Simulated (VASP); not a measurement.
# Y (Fm-3m) in VASP: notebook

Runs on Y. Level: PBEsol. Tasks: single point.

Program: VASP 6.6.1. These are calculated values, not measurements. Logs are shortened: lines on timing, memory, paths and dates and some standing lists are left out, and cuts for length are marked.

## Step 1: Starting point

It takes space group Fm-3m (No. 225, cubic). The conventional cell has a = 4.982 Å, b = 4.982 Å, c = 4.982 Å, α = 90.00°, β = 90.00°, γ = 90.00°. Y (site symmetry m-3m) is surrounded by 12 Y at 3.52 Å.

This isn't the form of Y at room conditions, which is hcp.

## Step 2: Single point, PBEsol

The input, INCAR:

```
PREC = Accurate
ENCUT = 520
EDIFF = 1E-6
ISMEAR = -1
SIGMA = 0.1
LREAL = F
LASPH = T
NELM = 100
ALGO = Normal
ISIF = 2
LWAVE = F
LCHARG = T
GGA = PS
LELF = T
LVHAR = T
NBANDS = 12
```

The input, KPOINTS:

```
regular mesh
0
Gamma
  18 18 18
```

The input, POSCAR:

```
Y
1.0
    0.0000000000      2.4909599377      2.4909599377
    2.4909599377      0.0000000000      2.4909599377
    2.4909599377      2.4909599377      0.0000000000
Y
1
Direct
    0.0000000000      0.0000000000      0.0000000000
```

Potentials or basis: VASP PAW PBE potentials, release 64 (Y_sv).

On the command line:

```console
$ cat potpaw_PBE.64/Y_sv/POTCAR > POTCAR
$ mpirun -np 1 vasp_std > vasp.out
```

OUTCAR:

```text
PREC = Accurate
   ENCUT = 520
   EDIFF = 1E-6
   ISMEAR = -1
   LREAL = F
   LASPH = T
   NELM = 100
   ISIF = 2
   GGA = PS

 ion  position               nearest neighbor table
   1  0.000  0.000  0.000-

  LATTYP: Found a face centered cubic cell.
 ALAT       =     4.9819198754

  Lattice vectors:

 A1 = (   0.0000000000,   2.4909599377,   2.4909599377)
 A2 = (   2.4909599377,   0.0000000000,   2.4909599377)
 A3 = (   2.4909599377,   2.4909599377,   0.0000000000)

Analysis of symmetry for initial positions (statically):
=====================================================================
 Subroutine PRICEL returns:
 Original cell was already a primitive cell.

 Routine SETGRP: Setting up the symmetry group for a
 face centered cubic supercell.

 Subroutine GETGRP returns: Found 48 space group operations
 (whereof 48 operations were pure point group operations)
 out of a pool of 48 trial point group operations.

The static configuration has the point symmetry O_h .

Analysis of symmetry for dynamics (positions and initial velocities):
=====================================================================
 Subroutine PRICEL returns:
 Original cell was already a primitive cell.

 Routine SETGRP: Setting up the symmetry group for a
 face centered cubic supercell.

 Subroutine GETGRP returns: Found 48 space group operations
 (whereof 48 operations were pure point group operations)
 out of a pool of 48 trial point group operations.

The dynamic configuration has the point symmetry O_h .

 Subroutine INISYM returns: Found 48 space group operations
 (whereof 48 operations are pure point group operations),
 and found     1 'primitive' translations

----------------------------------------------------------------------------------------

                                     Primitive cell

  volume of cell :      30.9122

  direct lattice vectors                    reciprocal lattice vectors
     0.000000000  2.490959938  2.490959938    -0.200725830  0.200725830  0.200725830
     2.490959938  0.000000000  2.490959938     0.200725830 -0.200725830  0.200725830
     2.490959938  2.490959938  0.000000000     0.200725830  0.200725830 -0.200725830

  length of vectors
     3.522749327  3.522749327  3.522749327     0.347667335  0.347667335  0.347667335

  position of ions in fractional coordinates (direct lattice)
     0.000000000  0.000000000  0.000000000

  ion indices of the primitive-cell ions
   primitive index   ion index
                 1           1

----------------------------------------------------------------------------------------

 KPOINTS: regular mesh

Automatic generation of k-mesh.
 Grid dimensions read from file:
 generate k-points for:   18   18   18

 Generating k-lattice:

  Cartesian coordinates                     Fractional coordinates (reciprocal lattice)
    -0.011151435  0.011151435  0.011151435     0.055555556  0.000000000  0.000000000
     0.011151435 -0.011151435  0.011151435     0.000000000  0.055555556  0.000000000
     0.011151435  0.011151435 -0.011151435     0.000000000  0.000000000  0.055555556

  Length of vectors
     0.019314852  0.019314852  0.019314852

  Shift w.r.t. Gamma in fractional coordinates (k-lattice)
     0.000000000  0.000000000  0.000000000

 Subroutine IBZKPT returns following result:
 ===========================================

 Found    195 irreducible k-points:

 Following reciprocal coordinates:
            Coordinates               Weight
  0.000000  0.000000  0.000000      1.000000
  0.055556  0.000000  0.000000      8.000000
  0.111111  0.000000  0.000000      8.000000
  0.166667  0.000000  0.000000      8.000000
  0.222222  0.000000  0.000000      8.000000
  0.277778  0.000000  0.000000      8.000000
[... 16 lines left out ...]
 -0.277778  0.055556  0.000000     24.000000
 -0.222222  0.055556  0.000000     24.000000
 [... further k-points ...]
   k-points           NKPTS =    195   k-points in BZ     NKDIM =    195   number of bands    NBANDS=     12
   number of dos      NEDOS =    301   number of ions     NIONS =      1
   total plane-waves  NPLWV =  21952
   dimension x,y,z NGX =    28 NGY =   28 NGZ =   28
   dimension x,y,z NGXF=    56 NGYF=   56 NGZF=   56
   ions per type =               1
   NGX,Y,Z   is equivalent  to a cutoff of  13.21, 13.21, 13.21 a.u.
   NGXF,Y,Z  is equivalent  to a cutoff of  26.43, 26.43, 26.43 a.u.
 SYSTEM =  unknown system
   PREC   = accura    normal or accurate (medium, high low for compatibility)
   ISTART =      0    job   : 0-new  1-cont  2-samecut
   ICHARG =      2    charge: 1-file 2-atom 10-const
   ISPIN  =      1    spin polarized calculation?
   LNONCOLLINEAR =      F non collinear calculations
   LSORBIT =      F    spin-orbit coupling
   LASPH  =      T    aspherical Exc in radial PAW
   ENCUT  =  520.0 eV  38.22 Ry    6.18 a.u.   6.55  6.55  6.55*2*pi/ulx,y,z
   NELM   =    100;   NELMIN=  2; NELMDL= -5     # of ELM steps
   EDIFF  = 0.1E-05   stopping-criterion for ELM
[... 8 lines left out ...]
   TEBEG  =    0.0;   TEEND  =   0.0 temperature during run
   PSTRESS=    0.0 pullay stress
   NELECT =      11.0000    total number of electrons
   NUPDOWN=      -1.0000    fix difference up-down
   EMIN   =  10.00;   EMAX   =-10.00  energy-range for DOS
   EFERMI =   0.00;   METHOD = LEGACY
   ISMEAR =    -1;   SIGMA  =   0.10  broadening in eV -4-tet -1-fermi 0-gaus
   EFERMI_NEDOS =   21; number of points for ismear=-14 and -15
   IALGO  =     38    algorithm
   IMIX   =      4    mixing-type and parameters
     AMIX     =   0.40;   BMIX     =  1.00
     AMIX_MAG =   1.60;   BMIX_MAG =  1.00
  volume/ion in A,a.u.               =      30.91       208.61
  Fermi-wavevector in a.u.,A,eV,Ry     =   1.160101  2.192272 18.311175  1.345833
  Thomas-Fermi vector in A             =   2.296687
   LORBIT       =      0    0 simple, 1 ext, 2 COOP (PROOUT), +10 PAW based schemes
   GGA     = PS    functional components
   LHFCALC =     F    Hartree Fock is set to
   AEXX    =    0.0000 exact exchange contribution
   IVDW    =     0    specifies the selected vdW correction
   LEPSILON=     F    determine dielectric tensor
   LRPA    =     F    only Hartree local field effects (RPA)
 non-spin polarized calculation
  energy-cutoff  :      520.00
  volume of cell :       30.91
 maximum number of plane-waves:       869
 NGX is ok and might be reduce to    28
   NGX = 13   NGY = 13   NGZ = 13

 number of electron      10.9999999 magnetization

 Free energy of the ion-electron system (eV)
  ---------------------------------------------------
  ext. energy  EPLUGINS =         0.00000000
  ---------------------------------------------------
  free energy    TOTEN  =        -6.82619615 eV

  energy without entropy =       -6.77668359  energy(sigma->0) =       -6.80143987

 E-fermi :   3.2329     XC(G=0):  -9.7709

 val. band max:        3.2244021972   @ k =  -0.3889   0.2222   0.1111
 cond. band min:       3.2543134840   @ k =   0.3889   0.2778   0.1111
 fundamental gap:      0.0299112868
 Fermi energy:         3.2329265233

 k-point     1 :       0.0000    0.0000    0.0000
  band No.  band energies     occupation
      1     -39.2318      2.00000
      2     -18.9058      2.00000
      3     -18.9058      2.00000
      4     -18.9058      2.00000
      5      -1.6156      2.00000
      6       5.0637      0.00000
      7       5.0637      0.00000
      8       5.0637      0.00000
      9       7.2060      0.00000
     10       7.2060      0.00000
     11      12.3644      0.00000
     12      15.7680      0.00000

 k-point     2 :       0.0556    0.0000    0.0000
  band No.  band energies     occupation
      1     -39.2293      2.00000
      2     -18.9277      2.00000
      3     -18.9086      2.00000
      4     -18.9086      2.00000
      5      -1.5333      2.00000
      6       4.9689      0.00000
      7       5.1032      0.00000
      8       5.1032      0.00000
      9       7.1593      0.00000
     10       7.1593      0.00000
     11      12.5573      0.00000
     12      15.3683      0.00000

 k-point     3 :       0.1111    0.0000    0.0000
  band No.  band energies     occupation
      1     -39.2222      2.00000
      2     -18.9901      2.00000
      3     -18.9163      2.00000
      4     -18.9163      2.00000
      5      -1.2930      2.00000
      6       4.7216      0.00000
      7       5.2062      0.00000
      8       5.2062      0.00000
      9       7.0517      0.00000
     10       7.0517      0.00000
     11      13.0644      0.00000
     12      14.6239      0.00000
[... 286 lines left out ...]
 k-point    23 :      -0.2778    0.0556    0.0000
  band No.  band energies     occupation
      1     -39.1774      2.00000
      2     -19.3520      2.00000
      3     -18.9862      2.00000
      4     -18.9563      2.00000
      5       0.3153      2.00000
      6       3.7778      0.00856
      7       5.1394      0.00000
      8       5.2929      0.00000
      9       7.1499      0.00000
     10       7.8510      0.00000
     11      12.2943      0.00000
     12      14.8776      0.00000

 k-point    24 :      -0.2222    0.0556    0.0000
  band No.  band energies     occupation
      1     -39.1915      2.00000
      2     -19.2390      2.00000
      3     -18.9704      2.00000
      4     -18.9406      2.00000
      5      -0.2016      2.00000
      6       3.9653      0.00132
      7       5.2687      0.00000
      8       5.4159      0.00000
      9       6.7905      0.00000
     10       7.4739      0.00000
     11      12.8308      0.00000
     12      15.0927      0.00000

 [... further k-points ...]
[... 5 lines left out ...]
  --------------------------------------------------------------------------------------
  -------------------------------------------------------------------------------------
  Total       -0.0224342     -0.0224342     -0.0224342      0.0000000     -0.0000000      0.0000000
  in kB       -1.1627605     -1.1627605     -1.1627605      0.0000000     -0.0000000      0.0000000
  external PRESSURE =      -1.1627605 kB  Pullay stress =       0.0000000 kB

 VOLUME and BASIS-vectors are now :
 -----------------------------------------------------------------------------
  energy-cutoff  :      520.00
  volume of cell :       30.91
      direct lattice vectors                 reciprocal lattice vectors
     0.000000000  2.490959938  2.490959938    -0.200725830  0.200725830  0.200725830
     2.490959938  0.000000000  2.490959938     0.200725830 -0.200725830  0.200725830
     2.490959938  2.490959938  0.000000000     0.200725830  0.200725830 -0.200725830

 POSITION                                       TOTAL-FORCE (eV/Angst)
 -----------------------------------------------------------------------------------
      0.00000      0.00000      0.00000         0.000000      0.000000      0.000000
 -----------------------------------------------------------------------------------
    total drift:                               -0.000000     -0.000000     -0.000000

  FREE ENERGIE OF THE ION-ELECTRON SYSTEM (eV)
  ---------------------------------------------------
  free  energy   TOTEN  =        -6.8261961545 eV

  energy  without entropy=       -6.7766835857  energy(sigma->0) =       -6.80143987
```

It took 56 s on 1 thread of Intel Xeon Platinum 8488C (Sapphire Rapids), shared host; peak memory 0.23 GiB.

What came out:

* Free energy: -6.8262 eV
* Pressure: -0.1 GPa
* Band gap on the k mesh: none (metal or under the smearing width)

Levels at points of the mesh, in eV from the Fermi level:
```tsv
k point	band 3	band 4	band 5	band 6	band 7	band 8
(0.00, 0.00, 0.00)	-22.14	-22.14	-4.85	1.83	1.83	1.83
(0.50, 0.00, 0.00)	-22.23	-22.23	-2.06	0.79	1.65	1.65
(0.50, 0.50, 0.00)	-22.38	-22.38	-1.87	-0.97	2.32	5.55
```

Caveat: the PAW data sets were made with another functional, which shifts forces and pressure a little.

## Step 3: Single point, PBEsol

This run uses another cell than the first one, of 33.39 Å³/atom, 1.080 times its volume.

The input, INCAR:

```
SYSTEM = Y
ALGO     = Normal         ! electronic algorithm
EDIFF    = 1E-7           ! SCF threshold, eV
ENCUT    = 520            ! plane-wave cutoff, eV
GGA      = PS             ! functional
ISIF     = 2              ! what is computed and relaxed
ISMEAR   = -1             ! smearing method
LASPH    = .TRUE.         ! aspherical terms in the spheres
LCHARG   = .FALSE.        ! write CHGCAR
LREAL    = .FALSE.        ! projectors in reciprocal space
LWAVE    = .FALSE.        ! write WAVECAR
NBANDS   = 12             ! bands
NELM     = 100            ! most SCF steps
PREC     = Accurate       ! precision mode
SIGMA    = 0.1            ! smearing width, eV
```

The input, KPOINTS:

```
k-points
0
G
  12 12 12
  0 0 0
```

The input, POSCAR:

```
Y
1.0
    0.0000000000      2.5556889465      2.5556889465
    2.5556889465      0.0000000000      2.5556889465
    2.5556889465      2.5556889465      0.0000000000
Y
1
Direct
    0.0000000000      0.0000000000      0.0000000000
```

Potentials or basis: VASP PAW PBE potentials, release 64 (Y_sv).

On the command line:

```console
$ cat potpaw_PBE.64/Y_sv/POTCAR > POTCAR
$ mpirun -np 1 vasp_std > vasp.out
```

OUTCAR:

```text
SYSTEM = Y
   EDIFF = 1E-7
   ENCUT = 520
   GGA = PS
   ISIF = 2
   ISMEAR = -1
   LASPH = .TRUE.
   LREAL = .FALSE.
   NELM = 100
   PREC = Accurate

 ion  position               nearest neighbor table
   1  0.000  0.000  0.000-

  LATTYP: Found a face centered cubic cell.
 ALAT       =     5.1113778930

  Lattice vectors:

 A1 = (   0.0000000000,   2.5556889465,   2.5556889465)
 A2 = (   2.5556889465,   0.0000000000,   2.5556889465)
 A3 = (   2.5556889465,   2.5556889465,   0.0000000000)

Analysis of symmetry for initial positions (statically):
=====================================================================
 Subroutine PRICEL returns:
 Original cell was already a primitive cell.

 Routine SETGRP: Setting up the symmetry group for a
 face centered cubic supercell.

 Subroutine GETGRP returns: Found 48 space group operations
 (whereof 48 operations were pure point group operations)
 out of a pool of 48 trial point group operations.

The static configuration has the point symmetry O_h .

Analysis of symmetry for dynamics (positions and initial velocities):
[... 159 lines left out ...]
 val. band max:        2.8237049081   @ k =   0.5000   0.3333   0.1667
 cond. band min:       2.8666498478   @ k =  -0.3333   0.2500   0.0000
 fundamental gap:      0.0429449396
 Fermi energy:         2.8619257420

 k-point     1 :       0.0000    0.0000    0.0000
  band No.  band energies     occupation
      1     -39.7959      2.00000
      2     -19.5285      2.00000
      3     -19.5285      2.00000
      4     -19.5285      2.00000
      5      -1.8707      2.00000
      6       4.6076      0.00000
      7       4.6076      0.00000
      8       4.6076      0.00000
      9       6.5556      0.00000
     10       6.5556      0.00000
     11      11.7745      0.00000
     12      14.9361      0.00000
[... 331 lines left out ...]
 k-point    24 :      -0.4167    0.1667    0.0000
  band No.  band energies     occupation
      1     -39.7313      2.00000
      2     -20.0054      2.00000
      3     -19.6943      2.00000
      4     -19.6173      2.00000
      5       1.4566      2.00000
      6       2.9579      0.55388
      7       3.9260      0.00005
      8       4.9423      0.00000
      9       7.5914      0.00000
     10       8.5317      0.00000
     11      10.0286      0.00000
     12      12.9315      0.00000

 [... further k-points ...]
[... 5 lines left out ...]
  --------------------------------------------------------------------------------------
  -------------------------------------------------------------------------------------
  Total       -0.5939878     -0.5939878     -0.5939878     -0.0000000     -0.0000000      0.0000000
  in kB      -28.5058589    -28.5058589    -28.5058589     -0.0000000     -0.0000000      0.0000000
  external PRESSURE =     -28.5058589 kB  Pullay stress =       0.0000000 kB

 VOLUME and BASIS-vectors are now :
 -----------------------------------------------------------------------------
  energy-cutoff  :      520.00
  volume of cell :       33.39
      direct lattice vectors                 reciprocal lattice vectors
     0.000000000  2.555688947  2.555688947    -0.195641962  0.195641962  0.195641962
     2.555688947  0.000000000  2.555688947     0.195641962 -0.195641962  0.195641962
     2.555688947  2.555688947  0.000000000     0.195641962  0.195641962 -0.195641962

 POSITION                                       TOTAL-FORCE (eV/Angst)
 -----------------------------------------------------------------------------------
      0.00000      0.00000      0.00000         0.000000      0.000000      0.000000
 -----------------------------------------------------------------------------------
    total drift:                               -0.000000     -0.000000     -0.000000

  FREE ENERGIE OF THE ION-ELECTRON SYSTEM (eV)
  ---------------------------------------------------
  free  energy   TOTEN  =        -6.8020787815 eV

  energy  without entropy=       -6.7452858646  energy(sigma->0) =       -6.77368232
```

OSZICAR:

```text
N       E                     dE             d eps       ncg     rms          rms(c)
DAV:   1     0.255051791863E+02    0.25505E+02   -0.54398E+03  1736   0.822E+02
DAV:   2    -0.565899765227E+01   -0.31164E+02   -0.30278E+02  2116   0.170E+02
DAV:   3    -0.700427041629E+01   -0.13453E+01   -0.13279E+01  2476   0.224E+01
DAV:   4    -0.703742093861E+01   -0.33151E-01   -0.33132E-01  1936   0.342E+00
DAV:   5    -0.703816990421E+01   -0.74897E-03   -0.74895E-03  2344   0.395E-01    0.223E+01
DAV:   6    -0.684506678000E+01    0.19310E+00   -0.21674E-01  1844   0.303E+00    0.136E+01
DAV:   7    -0.680615521373E+01    0.38912E-01   -0.30339E-01  2048   0.356E+00    0.117E+00
DAV:   8    -0.680226107529E+01    0.38941E-02   -0.37584E-02  2024   0.148E+00    0.222E-01
DAV:   9    -0.680211001870E+01    0.15106E-03   -0.79915E-04  2060   0.233E-01    0.922E-02
DAV:  10    -0.680207877554E+01    0.31243E-04   -0.16457E-04  1984   0.109E-01    0.314E-02
DAV:  11    -0.680207976732E+01   -0.99177E-06   -0.18091E-05  1964   0.349E-02    0.167E-02
DAV:  12    -0.680207902837E+01    0.73894E-06   -0.12670E-06  2032   0.988E-03    0.672E-03
DAV:  13    -0.680207878552E+01    0.24285E-06   -0.27325E-07  2012   0.374E-03    0.343E-04
DAV:  14    -0.680207878152E+01    0.40061E-08   -0.73877E-09  1020   0.600E-04
   1 F= -.68020788E+01 E0= -.67736823E+01  d E =-.567929E-01
```

Wall time 25 s (1 thread of Intel Xeon Platinum 8488C (Sapphire Rapids), shared host); peak memory 0.19 GiB.

What came out:

| Property | Result |
| --- | --- |
| Free energy | -6.8021 eV |
| Pressure | -2.9 GPa |
| Band gap on the k mesh | none (metal or under the smearing width) |

Levels at points of the mesh, in eV from the Fermi level:
| k point | band 2 | band 3 | band 4 | band 5 | band 6 | band 7 | band 8 | band 9 |
| --- | --- | --- | --- | --- | --- | --- | --- | --- |
| (0.00, 0.00, 0.00) | -22.39 | -22.39 | -22.39 | -4.73 | 1.75 | 1.75 | 1.75 | 3.69 |
| (0.50, 0.00, 0.00) | -22.92 | -22.46 | -22.46 | -1.96 | 0.56 | 1.59 | 1.59 | 5.11 |
| (0.50, 0.50, 0.00) | -22.88 | -22.58 | -22.58 | -1.70 | -0.83 | 1.97 | 5.12 | 5.51 |

Caveat: the PAW data sets were made with another functional, which shifts forces and pressure a little.

## Step 4: Single point, PBEsol

The input, INCAR:

```
PREC = Accurate ; ENCUT = 520
EDIFF = 1E-7 ; ISMEAR = -1
SIGMA = 0.1 ; LREAL = F
LASPH = T ; NELM = 80
ALGO = Fast ; ISIF = 2
LWAVE = F ; LCHARG = F
GGA = PS ; NBANDS = 12
```

The input, KPOINTS:

```
Automatic mesh
0
Gamma
  12 12 12
```

The input, POSCAR:

```
Y
1.0
    0.0000000000      2.4909599377      2.4909599377
    2.4909599377      0.0000000000      2.4909599377
    2.4909599377      2.4909599377      0.0000000000
Y
1
Direct
    0.0000000000      0.0000000000      0.0000000000
```

On the command line:

```console
$ cat potpaw_PBE.64/Y_sv/POTCAR > POTCAR
$ mpirun -np 1 vasp_std > vasp.out
```

It took 33 s on 1 thread of Intel Xeon Platinum 8488C (Sapphire Rapids), shared host; peak memory 0.18 GiB.

The run converged. Its results:

```yaml
Free_energy: -6.8259 eV
Pressure: -0.1 GPa
Band_gap_on_the_k_mesh: none (metal or under the smearing width)
```

Levels at points of the mesh, in eV from the Fermi level:
| k point | band 3 | band 4 | band 5 | band 6 | band 7 | band 8 |
| --- | --- | --- | --- | --- | --- | --- |
| (0.00, 0.00, 0.00) | -22.14 | -22.14 | -4.85 | 1.83 | 1.83 | 1.83 |
| (0.50, 0.00, 0.00) | -22.23 | -22.23 | -2.06 | 0.79 | 1.65 | 1.65 |
| (0.50, 0.50, 0.00) | -22.38 | -22.38 | -1.87 | -0.97 | 2.32 | 5.55 |

Caveat: the PAW data sets were made with another functional, which shifts forces and pressure a little.

(Continued in part 2 of 2.)
